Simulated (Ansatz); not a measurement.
# Pb: elastic constants with LDA

The system is Pb.

```
Pb
1.0
    -1.97966    1.97966    1.97966
     1.97966   -1.97966    1.97966
     1.97966    1.97966   -1.97966
Pb
1
Direct
  0.00000 0.00000 0.00000
```

This isn't the form of Pb at room conditions, which is fcc.

- Program: Ansatz 0.2.0
- Task: elastic constants
- Functional: LDA
- Potentials or basis: Ansatz PAW
- Cutoff: 420 eV (not typed: the program's choice for these potentials)
- k mesh: 7 × 7 × 7
- Occupations: fermi-dirac, width 0.05 eV
- Spin: no spin polarisation
- Atoms under strain: clamped

```yaml
Pressure: -3.7 GPa
Band_gap_on_the_k_mesh: none (metal or under the smearing width)
Elastic_constants_C11_C12_C44: 49, 30, 11 GPa
Voigt_bulk_modulus: 36 GPa
```

Levels at points of the mesh, in eV from the Fermi level:
| k point | band 5 | band 6 | band 7 | band 8 | band 9 | band 10 |
| --- | --- | --- | --- | --- | --- | --- |
| (0.00, 0.00, 0.00) | -16.85 | -11.70 | 7.28 | 7.28 | 7.28 | 11.08 |

Elastic tensor in Voigt notation (GPa, in the Cartesian axes of the cell as first typed):
```
49 30 30  0  0  0
30 49 30  0  0  0
30 30 49  0  0  0
 0  0  0 11  0  0
 0  0  0  0 11  0
 0  0  0  0  0 11
```

It took 2.2 s on 2 threads of Arm Neoverse V2, with other jobs on the host, peak memory 0.29 GiB.

Caveat: the cell is more than 3 GPa from zero pressure, which shifts response properties; elastic constants of metals need much finer meshes, so these are rough; the PAW data sets come from PBE, with cores solved anew for the run's functional, which leaves a small shift of forces and pressure. Spin-orbit coupling is left out, which matters for the levels of Pb.
